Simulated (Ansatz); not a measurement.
BAs:

```
CELL_PARAMETERS angstrom
0.00000 2.38850 2.38850
2.38850 0.00000 2.38850
2.38850 2.38850 0.00000
ATOMIC_POSITIONS crystal
As 0.75000 0.75000 0.75000
B 0.00000 0.00000 0.00000
```

Below is the output of Ansatz 0.2.0 for this cell. Logs are shortened: lines on timing, memory, paths and dates and some standing lists are left out, and cuts for length are marked.

```text
Warning: RAYON_NUM_THREADS=1 ignored (pool sized by the plan → 1); use --threads N
LAPW: plane waves up to 8.674 Å⁻¹, error target 2.0e-3 eV per atom; small_component_spin mean_spin; B in spheres of 0.848 Å, 5 of its electrons in bands, Dirac shells []; As in spheres of 1.220 Å, 23 of its electrons in bands, Dirac shells [] (how accurate: hamiltonian.pseudopotentials.lapw.basis_error, Limitations)
Engine: ansatz 0.2.0, aarch64-unknown-linux-gnu
Pseudopotentials: kind: all_electron
Pseudopotential: As, LAPW, valence charge 23, lapw/all_electron/scalar/gaussian/As, Koelling and Harmon's equation, gaussian nucleus
Pseudopotential: B, LAPW, valence charge 5, lapw/all_electron/scalar/gaussian/B, Koelling and Harmon's equation, gaussian nucleus
Functional definition: PBE
  parameter kappa = 0.804
  parameter beta = 0.06672455060314922
  exchange = pbe_x(kappa = kappa, mu = beta*pi^2/3)
  correlation = pbe_c(beta = beta)
Crystal: 2 atoms, lattice volume = 27.252 Å³
Basis set: ecut = 286.6487264119319 eV, 307 PW (Γ), exchange–correlation at level 2
Bands: 18, of which v1, the nominal top of the filled ones, is band 14 counted from 1 (13 counted from 0)
Symmetry: 24 space group operations
Space group: F-43m (ITA 216), of the structure as read, at distance tolerance 3.0e-5 Å
k-points: 20 of 343 (time reversal used)
Non-local potential: As, projectors of the file, none
Non-local potential: B, projectors of the file, none
Initial density: superposition of atomic densities (chi_scale 0.1, normalization cell, long waves kept (reshape's long-wave potential 0.00 eV rms))
Initial wavefunctions: plane waves of lowest kinetic energy (no species holds an atomic orbital)
Functional: x = pbe(κ = 0.804, μ = 0.2195149727645171), c = pbe(β = 0.06672455060314922)
iter 1 solved again at ethr=6.58e-3 eV; its pass at ethr=1.00e-1 eV (dr2=1.84e0 eV) is discarded
SCF iter   1: F=—  HF=-62200.780950 eV  |F-HF|=—  |Δ(HF+E_count)|=         —  Δρ=7.15e-2  dr2=1.84e0  ethr=6.58e-3  ⟨swp⟩=2.0  Hψ=2400  notcnv=0
preconditioner: auto → none  [insulator: Δε(μ)=1.765 eV  Ē_g=12.432 eV  σ=0.030 eV  W_gap=1.00  n_scr=14 (ndim 8)  ℏωp=20.1 eV  f_vac=0.000  D(μ)=0.00/eV (n_scr^D=0)  ε∞_Penn≈3.6]
iter 2 solved again at ethr=5.25e-4 eV; its pass at ethr=6.58e-3 eV (dr2=1.47e-1 eV) is discarded
SCF iter   2: F=—  HF=-62200.199678 eV  |F-HF|=—  |Δ(HF+E_count)|=   5.81e-1  Δρ=2.39e-2  dr2=1.47e-1  ethr=5.25e-4  ⟨swp⟩=2.0  Hψ=1891  notcnv=0
SCF iter   3: F=—  HF=-62200.162439 eV  |F-HF|=—  |Δ(HF+E_count)|=   3.72e-2  Δρ=1.02e-2  dr2=2.33e-2  ethr=5.25e-4  ⟨swp⟩=2.2  Hψ=1026  notcnv=0
SCF iter   4: F=—  HF=-62200.160931 eV  |F-HF|=—  |Δ(HF+E_count)|=         —  Δρ=2.88e-3  dr2=1.97e-3  ethr=8.33e-5  ⟨swp⟩=2.0  Hψ=1020  notcnv=0
the basis was enlarged: its passes take 113.5 KiB over the memory plan, 1 of 1 planned eigensolver slots
SCF iter   5: F=—  HF=-62200.160103 eV  |F-HF|=—  |Δ(HF+E_count)|=   8.27e-4  Δρ=5.57e-4  dr2=5.71e-5  ethr=7.05e-6  ⟨swp⟩=2.6  Hψ=964  notcnv=0
SCF iter   6: F=—  HF=-62200.160147 eV  |F-HF|=—  |Δ(HF+E_count)|=   4.32e-5  Δρ=7.69e-5  dr2=1.17e-6  ethr=2.04e-7  ⟨swp⟩=3.0  Hψ=1003  notcnv=0
SCF iter   7: F=-62200.160148 eV  HF=-62200.160148 eV  |F-HF|=1.45e-8  |Δ(HF+E_count)|=   1.67e-6  Δρ=6.64e-6  dr2=1.04e-8  ethr=4.19e-9  ⟨swp⟩=3.0  Hψ=1010  notcnv=0
SCF 1 converged in 7 iterations: F = -62200.160148 eV  dr2 = 1.04e-8
SCF converged after 7 iterations
Free energy (F): -62200.160148 eV
Harris-Foulkes:  -62200.160148 eV  (|F-HF|=1.45e-8)
Internal energy: -62200.160148 eV  (E = F + TS)
E sigma→0 (E₀):  -62200.160148 eV
Fermi energy:    12.319999 eV
--- Per-component energies (eV) ---
  E_band       = -1573.184500
  E_kinetic    = 63570.657024
  E_xc         = -2393.735059
  E_electrostatic = -123377.082113  (all electrons and nuclei)
  E_smearing   = -0.000000  (= −TS)
  E_closure    = 0.000000  (closes the sum)
  E_atoms      = -62188.745975  (free atoms, spherical and without spin; not in F)
  Σ components = -62200.160148   (vs F -62200.160148, Δ=0.00e0)
  Basis errors (estimates in eV, not in F): energy 1.1e-3 per atom: plane waves 1.1e-3 (6.4e-4 summed), levels above the bands 1.5e-132, relativity 6.6e-8, radial functions 7.6e-5, core shells 9.0e-11; eigenvalues (radial functions only) 4.9e-6; not estimated: angular momenta, meshes, grids; target (lapw.basis_error) 2.0e-3; muffin-tin radii B 0.848 Å, As 1.220 Å
--- Forces (eV/Å), atoms counted from 1 ---
  atom   1  As     0.00000000     0.00000000     0.00000000
  atom   2  B     -0.00000000     0.00000000    -0.00000000
  max |Σ_I F_I| component: 1.42e-17 eV/Å
--- Stress (GPa, compression-positive) ---
        2.745560      -0.000000      -0.000000
       -0.000000       2.745560       0.000000
       -0.000000       0.000000       2.745560
  P = ⅓ Tr σ = 2.7456 GPa (27.456 kbar)
--- Band table (eV; the first three rows and the last of 20) ---
  k-point 0: bands = ["-173.6603", "-162.0300", "-117.0340", "-117.0340", "-117.0340", "-24.0988", "-24.0988", "-24.0988", "-24.0769", "-24.0769", "-3.6721", "11.7268", "11.7268", "11.7268", "15.0100", "15.0100", "15.0100", "16.4114"]
  k-point 1: bands = ["-173.6603", "-162.0300", "-117.0340", "-117.0340", "-117.0340", "-24.0982", "-24.0974", "-24.0974", "-24.0768", "-24.0768", "-3.3386", "9.3427", "11.1865", "11.1865", "15.0912", "15.7211", "15.7211", "17.9868"]
  k-point 2: bands = ["-173.6603", "-162.0300", "-117.0340", "-117.0340", "-117.0340", "-24.0969", "-24.0947", "-24.0947", "-24.0759", "-24.0759", "-2.3806", "5.9908", "10.4074", "10.4074", "14.7022", "16.5029", "16.5029", "20.0564"]
  k-point 19: bands = ["-173.6603", "-162.0299", "-117.0340", "-117.0340", "-117.0340", "-24.0964", "-24.0906", "-24.0841", "-24.0793", "-24.0739", "0.4874", "3.7273", "5.8611", "7.4283", "15.5801", "18.0697", "19.0192", "19.8139"]
```

Q: Write the input and the command behind it.

A: Single point with PBE, no spin polarisation. The files as run (others can give the same):

input.yaml
```yaml
crystal:
  lattice:
    - [0.0, 2.3885, 2.3885]
    - [2.3885, 0.0, 2.3885]
    - [2.3885, 2.3885, 0.0]
  atoms:
    - { symbol: As, position: [0.75, 0.75, 0.75] }
    - { symbol: B, position: [0.0, 0.0, 0.0] }
kpoints:
  mp_grid: { grid: [7, 7, 7] }
scf:
  occupations: { method: fermi_dirac, width: 0.03 }
hamiltonian:
  xc: pbe
  pseudopotentials: { kind: all_electron, lapw: { basis_error: 0.002 } }
output:
  forces: true
  stress: true
  eigenvalues: true
```

Potentials or basis: all-electron LAPW, scalar-relativistic.
Run with:
```sh
$ ansatz run input.yaml --threads 1 --pin off --max-ram 3072MiB --backend cpu --events-out ev --progress --plain --runs-dir out
```

Caveat: an odd mesh through Γ misses points on the zone boundary, where band edges often lie.
